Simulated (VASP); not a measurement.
Level of theory: PBEsol GGA, VASP's PBE PAW potentials (set 64) (plane waves; VASP).

VASP input:

KPOINTS:
```
Automatic mesh
0
Gamma
6 6 6
0 0 0
```

INCAR:
```
# general
SYSTEM = CaF2
PREC   = Accurate
ENCUT  = 600
LREAL  = .False.
LASPH  = .True.

# electronic loop
EDIFF  = 1E-7
NELM   = 100
ALGO   = Normal

# smearing
ISMEAR = 0
SIGMA  = 0.05

# functional
GGA    = PS

# ions
IBRION = 2
NSW    = 30
ISIF   = 2
EDIFFG = -0.01

# output
LWAVE  = .False.
LCHARG = .False.
```

POSCAR:
```
CaF2
1
    0.0135685358     2.7137071616     2.7137071616
    2.7137071616     0.0135685358     2.7137071616
    2.7272756974     2.7272756974     0.0000000000
Ca F
1 2
Direct
  0.0000000000   0.0000000000   0.0000000000
  0.2500000000   0.2500000000   0.2500000000
  0.7500000000   0.7500000000   0.7500000000
```

POTCAR, in this order: Ca_sv F (PBE.64 set). Program: vasp_std.

The resulting files:

### OSZICAR
```
       N       E                     dE             d eps       ncg     rms          rms(c)
DAV:   1     0.245583478032E+03    0.24558E+03   -0.15061E+04  1472   0.171E+03
DAV:   2    -0.832484150101E+01   -0.25391E+03   -0.24774E+03  1896   0.420E+02
DAV:   3    -0.186056255762E+02   -0.10281E+02   -0.10271E+02  1696   0.953E+01
DAV:   4    -0.189824148057E+02   -0.37679E+00   -0.37668E+00  2504   0.136E+01
DAV:   5    -0.189852968057E+02   -0.28820E-02   -0.28819E-02  1664   0.128E+00    0.737E+00
DAV:   6    -0.179020752851E+02    0.10832E+01   -0.58181E+00  1552   0.174E+01    0.308E+00
DAV:   7    -0.178913688504E+02    0.10706E-01   -0.16188E-01  1944   0.380E+00    0.162E+00
DAV:   8    -0.178998146476E+02   -0.84458E-02   -0.27366E-02  1928   0.215E+00    0.188E-01
DAV:   9    -0.179035689680E+02   -0.37543E-02   -0.74563E-03  1936   0.670E-01    0.139E-01
DAV:  10    -0.179043198784E+02   -0.75091E-03   -0.13571E-03  1800   0.286E-01    0.288E-02
DAV:  11    -0.179043196404E+02    0.23797E-06   -0.96895E-05  1832   0.856E-02    0.105E-02
DAV:  12    -0.179043263615E+02   -0.67211E-05   -0.18428E-05  1808   0.351E-02    0.339E-03
DAV:  13    -0.179043264999E+02   -0.13844E-06   -0.30832E-06  2240   0.135E-02    0.326E-03
DAV:  14    -0.179043261296E+02    0.37033E-06   -0.52781E-07  1816   0.816E-03    0.424E-04
DAV:  15    -0.179043261455E+02   -0.15897E-07   -0.29947E-08  1080   0.171E-03
   1 F= -.17904326E+02 E0= -.17904326E+02  d E =-.179043E+02
       N       E                     dE             d eps       ncg     rms          rms(c)
DAV:   1    -0.179043477387E+02   -0.21609E-04   -0.25731E-02  1472   0.139E+00    0.149E-02
DAV:   2    -0.179043863685E+02   -0.38630E-04   -0.40879E-04  1744   0.179E-01    0.801E-03
DAV:   3    -0.179043852084E+02    0.11601E-05   -0.47141E-06  2272   0.182E-02    0.513E-03
DAV:   4    -0.179043842227E+02    0.98565E-06   -0.34116E-06  2104   0.214E-02    0.749E-04
DAV:   5    -0.179043842824E+02   -0.59666E-07   -0.59216E-07  1552   0.674E-03
   2 F= -.17904384E+02 E0= -.17904384E+02  d E =-.581369E-04
       N       E                     dE             d eps       ncg     rms          rms(c)
DAV:   1    -0.179042874419E+02    0.96781E-04   -0.99353E-02  1472   0.273E+00    0.295E-02
DAV:   2    -0.179044366432E+02   -0.14920E-03   -0.15790E-03  1712   0.353E-01    0.156E-02
DAV:   3    -0.179044322262E+02    0.44170E-05   -0.18519E-05  2280   0.358E-02    0.999E-03
DAV:   4    -0.179044284471E+02    0.37791E-05   -0.12896E-05  2072   0.416E-02    0.145E-03
DAV:   5    -0.179044286789E+02   -0.23182E-06   -0.22702E-06  1568   0.131E-02    0.115E-03
DAV:   6    -0.179044286796E+02   -0.72032E-09   -0.29384E-08   880   0.162E-03
   3 F= -.17904429E+02 E0= -.17904429E+02  d E =-.102534E-03
```

OUTCAR:
```
------------------------ aborting loop because EDIFF is reached ----------------------------------------
  FORCE on cell =-STRESS in cart. coord.  units (eV):
  Direction    XX          YY          ZZ          XY          YZ          ZX
  --------------------------------------------------------------------------------------
  Total       -0.0263051     -0.0263051     -0.0260403     -0.0825815      0.0000000      0.0000000
  in kB       -1.0544902     -1.0544902     -1.0438760     -3.3104347      0.0000000      0.0000000
  external PRESSURE =      -1.0509521 kB  Pullay stress =       0.0000000 kB
  volume of cell :       39.97
      direct lattice vectors                 reciprocal lattice vectors
     0.013568536  2.713707162  2.713707162    -0.185175678  0.185175678  0.184249799
     2.713707162  0.013568536  2.713707162     0.185175678 -0.185175678  0.184249799
     2.727275697  2.727275697  0.000000000     0.183333134  0.183333134 -0.184249799
 POSITION                                       TOTAL-FORCE (eV/Angst)
 -----------------------------------------------------------------------------------
      0.00000      0.00000      0.00000         0.000000      0.000000      0.000000
      1.36364      1.36364      1.35300        -0.000000     -0.000000      0.000421
      4.09091      4.09091      4.07442         0.000000      0.000000     -0.000421
 -----------------------------------------------------------------------------------
    total drift:                               -0.000000     -0.000000     -0.000000
  FREE ENERGIE OF THE ION-ELECTRON SYSTEM (eV)
  ---------------------------------------------------
  free  energy   TOTEN  =       -17.9044286796 eV

  energy  without entropy=      -17.9044286796  energy(sigma->0) =      -17.90442868

 reached required accuracy - stopping structural energy minimisation
```
(Selected blocks of OUTCAR.)

**CONTCAR**
```
CaF2
   1.00000000000000
     0.0135685358000000    2.7137071615999999    2.7137071615999999
     2.7137071615999999    0.0135685358000000    2.7137071615999999
     2.7272756974000001    2.7272756974000001    0.0000000000000000
  Ca              F
     1     2
Direct
     0.0000000000000000    0.0000000000000000    0.0000000000000000
     0.2492893117521960    0.2492893117521960    0.2507106882478040
     0.7507106882478040    0.7507106882478040    0.7492893117521960
```

### OUTCAR
```
 val. band max:       -0.9826205225   @ k =   0.5000   0.5000   0.0000

 cond. band min:       6.2207497206   @ k =   0.0000   0.0000   0.0000


 Fermi energy:        -0.7170602121

 k-point     1 :       0.0000    0.0000    0.0000
  band No.  band energies     occupation
      1     -36.7030      2.00000
      2     -20.8531      2.00000
      3     -20.0338      2.00000
      4     -17.7280      2.00000
      5     -17.7270      2.00000
      6     -17.7270      2.00000
      7      -3.1991      2.00000
      8      -3.1895      2.00000
      9      -3.1794      2.00000
     10      -1.2505      2.00000
     11      -1.2445      2.00000
     12      -1.2387      2.00000
     13       6.2207      0.00000
     14       8.2100      0.00000
     15       8.2110      0.00000
     16      10.3708      0.00000

 k-point     2 :       0.1667    0.0000    0.0000
  band No.  band energies     occupation
      1     -36.6931      2.00000
      2     -20.9225      2.00000
      3     -20.1099      2.00000
      4     -17.7400      2.00000
      5     -17.7395      2.00000
      6     -17.6028      2.00000
      7      -3.0692      2.00000
      8      -3.0590      2.00000
      9      -2.9493      2.00000
     10      -1.5646      2.00000
     11      -1.3739      2.00000
     12      -1.3698      2.00000
     13       6.9096      0.00000
     14       8.2654      0.00000
     15       8.2777      0.00000
     16      10.1582      0.00000

 k-point     3 :       0.3333    0.0000    0.0000
  band No.  band energies     occupation
      1     -36.6732      2.00000
      2     -20.9940      2.00000
      3     -20.3365      2.00000
      4     -17.7644      2.00000
      5     -17.7637      2.00000
      6     -17.3381      2.00000
      7      -2.7677      2.00000
      8      -2.7676      2.00000
      9      -2.5020      2.00000
     10      -2.0772      2.00000
     11      -1.6607      2.00000
     12      -1.6530      2.00000
     13       8.1476      0.00000
...
```

The compound is CaF2 in the fluorite structure. This cell was strained or had an atom moved on purpose. Symmetry was kept, so distortions that lower it aren't found.
